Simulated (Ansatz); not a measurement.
Response to strain in Li3N

The reference is Li3N (space group P6/mmm, No. 191; a = 3.634 Å, c = 3.865 Å). Axes: x lies along a and z along c of the hexagonal cell.

Strains are applied to the cell and any free atomic positions relax; under biaxial strain the out-of-plane vector relaxes too.

Calculations: Kohn–Sham DFT with the PBE functional, run in Ansatz (a program for electronic structure) with PAW and 420 eV plane waves, spin-orbit coupling left out.

```tsv
case	volume per atom	width of the top valence band	smallest direct gap	band gap
base	11.05 Å³	1.04 eV	1.27 eV	1.06 eV
biaxial strain −4.04 %, plane normal [001], relaxed out of plane	(withheld)	1.18 eV	1.30 eV	1.07 eV
biaxial strain −3.37 %, plane normal [001], relaxed out of plane	10.36 Å³	(withheld)	1.30 eV	1.09 eV
biaxial strain −0.83 %, plane normal [001], relaxed out of plane	10.88 Å³	1.07 eV	(withheld)	1.08 eV
biaxial strain −0.43 %, plane normal [001], relaxed out of plane	10.96 Å³	1.06 eV	1.27 eV	1.07 eV
biaxial strain +1.58 %, plane normal [001], relaxed out of plane	11.39 Å³	0.97 eV	1.24 eV	1.02 eV
biaxial strain +2.33 %, plane normal [001], relaxed out of plane	11.55 Å³	0.94 eV	1.23 eV	1.00 eV
biaxial strain +3.03 %, plane normal [001], relaxed out of plane	11.70 Å³	0.96 eV	1.21 eV	0.98 eV
isotropic strain −1.46 %	10.57 Å³	1.09 eV	1.40 eV	1.16 eV
tensor shear ε_xy = −2.32 %	11.05 Å³	–	1.23 eV	1.03 eV
```

**Question.** Complete the table.

**Answer.** 
- biaxial strain −4.04 %, plane normal [001], relaxed out of plane, volume per atom: 10.22 Å³
- biaxial strain −3.37 %, plane normal [001], relaxed out of plane, width of the top valence band: 1.14 eV
- biaxial strain −0.83 %, plane normal [001], relaxed out of plane, smallest direct gap: 1.28 eV

Whether these cells are dynamically stable was not tested.
